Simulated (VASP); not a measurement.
## Bi: the relaxed cell at several levels

How much does the cell of Bi depend on the functional? The levels: LDA, PBEsol, r2SCAN, r2SCAN + rVV10, optB86b-vdW, r2SCAN + D4 and PBEsol + D3(BJ). LASPH is on for some levels and off for others; the table marks which. This is not the structure that Bi takes at ambient conditions. The start is a computed cell from the Materials Project.

Calculated with VASP 6.6.1; LDA; plane waves and PAW (Bi_d), in the first sound run; inputs show where later runs differ.

This is a report of a sequence of runs, with most program output left out.

The starting crystal is not the ambient structure of Bi (space group No. 166); it is a model or a phase of other conditions.

**1. The starting structure**

Before any relaxation, the start is as follows. Symmetry: Im-3m, No. 229, cubic system. The conventional cell has a = 3.963 Å, b = 3.963 Å, c = 3.963 Å, α = 90.00°, β = 90.00°, γ = 90.00°. Bi has 8 Bi at 3.43 Å nearest.

As a file:

```
Bi
1.0
    -1.98143    1.98143    1.98143
     1.98143   -1.98143    1.98143
     1.98143    1.98143   -1.98143
Bi
1
Direct
  0.00000 0.00000 0.00000
```

**2. Relaxation with LDA**

The start need not lie at this functional's minimum. ISIF = 3 frees volume, shape and positions, and EDIFFG sets the threshold on forces and stress at which the search stops. LDA, the lowest rung, knows the local density alone.

File INCAR:

```
SYSTEM = Bi
PREC = Accurate
ENCUT = 520
EDIFF = 1E-06
NELM = 100
ISMEAR = -1
SIGMA = 0.05
LREAL = .FALSE.
ALGO = Normal
GGA = CA
NBANDS = 13
LORBIT = 11
LWAVE = .FALSE.
LCHARG = .FALSE.
KPAR = 2
IBRION = 2
NSW = 60
ISIF = 3
EDIFFG = -0.01
```

File POSCAR:

```
Bi
1.0
   -1.9814305318      1.9814305318      1.9814305318
    1.9814305318     -1.9814305318      1.9814305318
    1.9814305318      1.9814305318     -1.9814305318
Bi
1
Direct
    0.0000000000      0.0000000000      0.0000000000
```

File KPOINTS:

```
Automatic mesh
0
Gamma
7 7 7
0 0 0
```

PAW data sets: Bi_d (PBE family, release 64).

Run with:

```sh
$ mpirun -np 2 vasp_std
```

Wall time 4.8 s (2 MPI ranks of Intel Xeon 6975P-C (Granite Rapids), shared host); peak memory 0.26 GiB.

This run has no spin polarisation. Its electron count is odd, so without a moment it is a metal by construction. The k-mesh is coarse for a metal. The PAW data sets were made with PBE, though LDA sets exist; this is a small mismatch. The run keeps the 48 symmetry operations of its start, so it cannot find a distortion of lower symmetry.

Step by step:

```
step  energy less that of the first step (eV)  largest force (eV/Å)  pressure (GPa)  volume (Å³)
   1                                   0.0000                0.0000           -2.22        31.12
   2                                  -0.0050                0.0000            1.62        29.22
   3                                  -0.0085                0.0000           -0.01        29.94
```

| conventional cell, symmetrised | before | after | change |
| --- | --- | --- | --- |
| a (Å) | 3.963 | 3.912 | -1.3 % |
| b (Å) | 3.963 | 3.912 | -1.3 % |
| c (Å) | 3.963 | 3.912 | -1.3 % |
| volume (Å³/atom) | 31.12 | 29.94 | -3.8 % |

The relaxed structure:

```
Bi
1.0
    -1.95603    1.95603    1.95603
     1.95603   -1.95603    1.95603
     1.95603    1.95603   -1.95603
Bi
1
Direct
  0.00000 0.00000 0.00000
```

This step gave:

| Item | Value |
| --- | --- |
| electrons | 15 |
| bands | 13 |
| irreducible k-points | 20 |
| symmetry operations | 48 |
| free energy (TOTEN) | -4.455 eV |
| energy at zero smearing | -4.451 eV |
| Fermi energy | 8.055 eV |
| pressure | -0.01468 GPa |
| metallic, judged on the points sampled | yes |
| SCF cycles over all ionic steps | 25 |

It ends with forces that vanish by symmetry and a pressure of -0.01 GPa. The conventional cell has a = 3.912 Å.

**3. Relaxation with PBEsol**

This step: PBEsol; plane waves and PAW (Bi_d) (VASP 6.6.1).

PBEsol restores the gradient expansion of exchange and is tuned for the cells of solids.

INCAR, as its differences from that of step 2:

```diff
@@ -9,3 +9,3 @@
 ALGO = Normal
-GGA = CA
+GGA = PS
 NBANDS = 13
```

POSCAR is that of step 2.

KPOINTS is that of step 2.

Run with:

```sh
$ mpirun -np 2 vasp_std
```

Elapsed: 5.4 s, on 2 MPI ranks; peak memory 0.3 GiB; 9.6 s of CPU time.

The PAW data sets were made with PBE, which is usual practice but a small mismatch for other functionals.

The steps of the relaxation:

| step | energy less that of the first step (eV) | largest force (eV/Å) | pressure (GPa) | volume (Å³) |
| --- | --- | --- | --- | --- |
| 1 | 0.0000 | 0.0000 | -1.05 | 31.12 |
| 2 | -0.0013 | 0.0000 | 0.68 | 30.21 |
| 3 | -0.0020 | 0.0000 | 0.00 | 30.53 |

```
conventional cell, symmetrised  before  after  change
                         a (Å)   3.963  3.938  -0.6 %
                         b (Å)   3.963  3.938  -0.6 %
                         c (Å)   3.963  3.938  -0.6 %
              volume (Å³/atom)   31.12  30.53  -1.9 %
```

The relaxed structure:

```xyz
1
Lattice="-1.9690 1.9690 1.9690 1.9690 -1.9690 1.9690 1.9690 1.9690 -1.9690" Properties=species:S:1:pos:R:3 pbc="T T T"
Bi    0.0000    0.0000    0.0000
```

Numbers from this step:

```
free energy (TOTEN)             : -4.179 eV
energy at zero smearing         : -4.175 eV
Fermi energy                    : 7.933 eV
pressure                        : 0.002648 GPa
SCF cycles over all ionic steps : 24
```

It ends at 30.53 Å³/atom, -1.9 % from the start, with 0.00 GPa left. The conventional cell has a = 3.938 Å.

**4. Relaxation with r2SCAN**

This step: r2SCAN; plane waves and PAW (Bi_d) (VASP 6.6.1).

r2SCAN adds the kinetic-energy density, costs more than a GGA and is run with LASPH.

INCAR, as its differences from that of step 3:

```diff
@@ -9,3 +9,4 @@
 ALGO = Normal
-GGA = PS
+METAGGA = R2SCAN
+LASPH = .TRUE.
 NBANDS = 13
```

POSCAR is that of step 3.

KPOINTS is that of step 3.

Run with:

```sh
$ mpirun -np 2 vasp_std
```

The job ended after 27 s (2 MPI ranks; peak memory 0.31 GiB).

Step by step:

```
step  energy less that of the first step (eV)  largest force (eV/Å)  pressure (GPa)  volume (Å³)
   1                                   0.0000                0.0000            1.07        31.12
   2                                  -0.0012                0.0000           -0.63        32.06
   3                                  -0.0019                0.0000            0.01        31.70
```

```
conventional cell, symmetrised  before  after  change
                         a (Å)   3.963  3.988  +0.6 %
                         b (Å)   3.963  3.988  +0.6 %
                         c (Å)   3.963  3.988  +0.6 %
              volume (Å³/atom)   31.12  31.70  +1.9 %
```

Final coordinates:

```xyz
1
Lattice="-1.9938 1.9938 1.9938 1.9938 -1.9938 1.9938 1.9938 1.9938 -1.9938" Properties=species:S:1:pos:R:3 pbc="T T T"
Bi    0.0000    0.0000    0.0000
```

It ends at 31.70 Å³/atom, +1.9 % from the start, with 0.01 GPa left. The conventional cell has a = 3.988 Å.

**5. Relaxation with r2SCAN + rVV10**

This step: r2SCAN with rVV10; plane waves and PAW (Bi_d) (VASP 6.6.1).

LUSE_VDW switches on a nonlocal correlation term for dispersion.

INCAR, as its differences from that of step 4:

```diff
@@ -10,2 +10,6 @@
 METAGGA = R2SCAN
+LUSE_VDW = .TRUE.
+IVDW_NL = 2
+BPARAM = 11.95
+CPARAM = 0.0093
 LASPH = .TRUE.
```

POSCAR is that of step 4.

KPOINTS is that of step 4.

Run with:

```sh
$ mpirun -np 2 vasp_std
```

It took 62 s on 2 MPI ranks; peak memory 0.49 GiB; 2 min of CPU time.

Relaxation path:

```csv
step,energy less that of the first step (eV),largest force (eV/Å),pressure (GPa),volume (Å³)
1,0.0000,0.0000,0.18,31.12
2,0.0000,0.0000,-0.17,31.28
3,-0.0001,0.0000,0.02,31.22
```

```csv
"conventional cell, symmetrised",before,after,change
a (Å),3.963,3.967,+0.1 %
b (Å),3.963,3.967,+0.1 %
c (Å),3.963,3.967,+0.1 %
volume (Å³/atom),31.12,31.22,+0.3 %
```

Final coordinates:

```
Bi
1.0
    -1.98352    1.98352    1.98352
     1.98352   -1.98352    1.98352
     1.98352    1.98352   -1.98352
Bi
1
Direct
  0.00000 0.00000 0.00000
```

It ends at 31.22 Å³/atom, +0.3 % from the start, with 0.02 GPa left. The conventional cell has a = 3.967 Å. Against plain r2SCAN, the dispersion term moves a by -0.5 %.

**6. Relaxation with optB86b-vdW**

This step: optB86b-vdW; plane waves and PAW (Bi_d) (VASP 6.6.1).

optB86b-vdW pairs nonlocal correlation with a less repulsive exchange of B86b form.

INCAR, as its differences from that of step 5:

```diff
@@ -9,7 +9,7 @@
 ALGO = Normal
-METAGGA = R2SCAN
+GGA = MK
+AGGAC = 0
 LUSE_VDW = .TRUE.
-IVDW_NL = 2
-BPARAM = 11.95
-CPARAM = 0.0093
+PARAM1 = 0.1234
+PARAM2 = 1
 LASPH = .TRUE.
```

POSCAR is that of step 5.

KPOINTS is that of step 5.

Run with:

```sh
$ mpirun -np 2 vasp_std
```

It took 44 s on 2 MPI ranks; peak memory 0.62 GiB; 85 s of CPU time.

It ends at 31.30 Å³/atom, +0.6 % from the start, with 0.00 GPa left. The conventional cell has a = 3.971 Å.

**7. Relaxation with r2SCAN + D4**

This step: r2SCAN with D4; plane waves and PAW (Bi_d) (VASP 6.6.1).

A dispersion term adds the long-range attraction that semilocal functionals lack. D4 lets the coefficients depend on atomic charges too.

INCAR, as its differences from that of step 6:

```diff
@@ -9,7 +9,8 @@
 ALGO = Normal
-GGA = MK
-AGGAC = 0
-LUSE_VDW = .TRUE.
-PARAM1 = 0.1234
-PARAM2 = 1
+METAGGA = R2SCAN
+IVDW = 13
+VDW_S6 = 1
+VDW_S8 = 0.6018749
+VDW_A1 = 0.51559235
+VDW_A2 = 5.77342911
 LASPH = .TRUE.
```

POSCAR is that of step 6.

KPOINTS is that of step 6.

Run with:

```sh
$ mpirun -np 2 vasp_std
```

Elapsed: 26 s, on 2 MPI ranks; peak memory 0.3 GiB; 51 s of CPU time.

Dispersion corrections of this kind ignore metallic screening and tend to overbind metals.

It ends at 31.23 Å³/atom, +0.4 % from the start, with 0.03 GPa left. The conventional cell has a = 3.968 Å. Against plain r2SCAN, the dispersion term moves a by -0.5 %.

**8. Relaxation with PBEsol + D3(BJ)**

This step: PBEsol with D3(BJ); plane waves and PAW (Bi_d) (VASP 6.6.1).

D3 with Becke-Johnson damping keeps a finite attraction at short range.

INCAR, as its differences from that of step 7:

```diff
@@ -9,9 +9,4 @@
 ALGO = Normal
-METAGGA = R2SCAN
-IVDW = 13
-VDW_S6 = 1
-VDW_S8 = 0.6018749
-VDW_A1 = 0.51559235
-VDW_A2 = 5.77342911
-LASPH = .TRUE.
+GGA = PS
+IVDW = 12
 NBANDS = 13
```

POSCAR is that of step 7.

KPOINTS is that of step 7.

Run with:

```sh
$ mpirun -np 2 vasp_std
```

Elapsed: 5.6 s, on 2 MPI ranks; peak memory 0.32 GiB; 10 s of CPU time.

It ends at 29.08 Å³/atom, -6.5 % from the start, with 0.00 GPa left. The conventional cell has a = 3.874 Å. Against plain PBEsol, the dispersion term moves a by -1.6 %.

**9. The cells as a table**

This step: relaxed cells at several levels; plane waves and PAW (VASP 6.6.1).

Derived from the runs above.

Lengths are those of the conventional cell; cost is the wall time of each run, as given at its step, times its ranks, without the set-up around it; LASPH differs between rows, which moves results and costs too. Results by level, by row:

```
          level  volume (Å³/atom)  change from the start (%)  a (Å)  cost (core minutes)  LASPH
            LDA             29.94                       -3.8  3.912                 0.16    off
         PBEsol             30.53                       -1.9  3.938                 0.18    off
         r2SCAN              31.7                        1.9  3.988                  0.9     on
 r2SCAN + rVV10             31.22                        0.3  3.967                 2.07     on
    optB86b-vdW              31.3                        0.6  3.971                 1.47     on
    r2SCAN + D4             31.23                        0.4  3.968                0.867     on
PBEsol + D3(BJ)             29.08                       -6.5  3.874                0.187    off
```

**10. What came out**

| Item | Value |
| --- | --- |
| volume, LDA | 29.94 Å³/atom |
| volume, PBEsol | 30.53 Å³/atom |
| volume, r2SCAN | 31.70 Å³/atom |
| volume, r2SCAN + rVV10 | 31.22 Å³/atom |
| volume, optB86b-vdW | 31.30 Å³/atom |
| volume, r2SCAN + D4 | 31.23 Å³/atom |
| volume, PBEsol + D3(BJ) | 29.08 Å³/atom |

For Bi the levels give volumes between 29.08 Å³/atom (PBEsol + D3(BJ)) and 31.70 Å³/atom (r2SCAN), a spread of 9.0 %, while the cost of the finished runs spans a factor of 13. The costs hold the number of ionic steps as well as the price of the functional. Adding rVV10 to r2SCAN changes the volume by -1.5 % (a by -0.5 %). Adding D4 to r2SCAN changes the volume by -1.5 % (a by -0.5 %). Adding D3(BJ) to PBEsol changes the volume by -4.8 % (a by -1.6 %). Pairwise corrections of the D and TS kind ignore the screening in a metal, so they may overbind here. Within 0.02 Å all end in space group Im-3m; the runs can't lower the symmetry of the start. The k-sampling is coarse for a metal, so the Fermi level, pressures and the shape of the cell carry errors. Spin-orbit coupling is left out. LASPH is on for some levels and off for others, so differences between them are not the functional's alone. Each is a single relaxation on the plane waves of the start cell, so larger changes of volume carry a basis-set error that was not tested here. Zero-point and thermal expansion are not included.

[Lines on the potential files, build, host, timing and source positions are cut from VASP's logs without a mark.]

[Logs are printed without paths, hosts, clocks, repeated set-up lines and the standing remarks that a program may print on its own settings, such as how far it seeks lower states.]

[Hosts, paths, dates, database ids (printed as entryN), source tags and the programs' standing remarks are cut or masked in the printed files.]

[A measured line is paired with the nearest computed mode of its activity, which favours agreement.]

[In band tables of VASP the shares of atoms and orbitals are scaled to a sum of 1 inside the atoms' spheres.]
